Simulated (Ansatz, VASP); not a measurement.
Al2Au in VASP and in Ansatz

File INCAR:

```
SYSTEM = Al2Au
PREC = Accurate
ENCUT = 520
EDIFF = 1E-6
ISMEAR = -1
SIGMA = 0.05
LREAL = .FALSE.
LASPH = .TRUE.
NELM = 60
ALGO = Normal
ISIF = 2
LWAVE = .FALSE.
LCHARG = .TRUE.
GGA = PS
LELF = .TRUE.
LVHAR = .TRUE.
NBANDS = 16
```

File KPOINTS:

```
regular mesh
0
G
  8 8 8
  0 0 0
```

Contents of POSCAR:

```
Al2Au
1.0
    0.0000000000      3.0588384673      3.0588384673
    3.0588384673      0.0000000000      3.0588384673
    3.0588384673      3.0588384673      0.0000000000
Au Al
1 2
Direct
    0.0000000000      0.0000000000      0.0000000000
    0.7500000000      0.7500000000      0.7500000000
    0.2500000000      0.2500000000      0.2500000000
```

File input.yaml:

```yaml
crystal:
  lattice:
    - [0.0, 3.0588384673, 3.0588384673]
    - [3.0588384673, 0.0, 3.0588384673]
    - [3.0588384673, 3.0588384673, 0.0]
  atoms:
    - { symbol: Au, position: [0.0, 0.0, 0.0] }
    - { symbol: Al, position: [0.75, 0.75, 0.75] }
    - { symbol: Al, position: [0.25, 0.25, 0.25] }
kpoints:
  mp_grid: { grid: [8, 8, 8] }
scf:
  occupations: { method: fermi_dirac, width: 0.05 }
hamiltonian:
  xc: pbesol
  pseudopotentials: { kind: all_electron, lapw: { basis_error: 0.001 } }
output:
  forces: true
  stress: true
  eigenvalues: true
```

Change from the starting cell: volume scaled by 1.06.

Alike in both runs: task single point; functional PBEsol; k mesh 8 × 8 × 8; occupations fermi-dirac, width 0.05 eV; no spin polarisation.

|  | VASP | Ansatz |
| --- | --- | --- |
| version | VASP 6.6.1 | Ansatz 0.2.0 |
| potentials or method | VASP PAW PBE potentials, release 64 (Au, Al) | all-electron LAPW, scalar-relativistic |
| plane-wave cutoff (eV) | 520 | see its input |

Ansatz gave:

```
gap on the k mesh at the Fermi level (eV) : none
pressure (GPa)                            : -5.7
```

**Question.** Which values does VASP return?

**Answer.** gap on the k mesh at the Fermi level (eV): none; pressure (GPa): -5.9.

A gap of «none» marks a metal or a gap that the smearing closes. Ansatz ran all-electron here, so the differences hold the error of VASP's frozen core and of both bases.

Caveats: the PAW data sets were made with another functional, which shifts forces and pressure a little (VASP). Spin-orbit coupling is left out, which matters for the levels of Au.
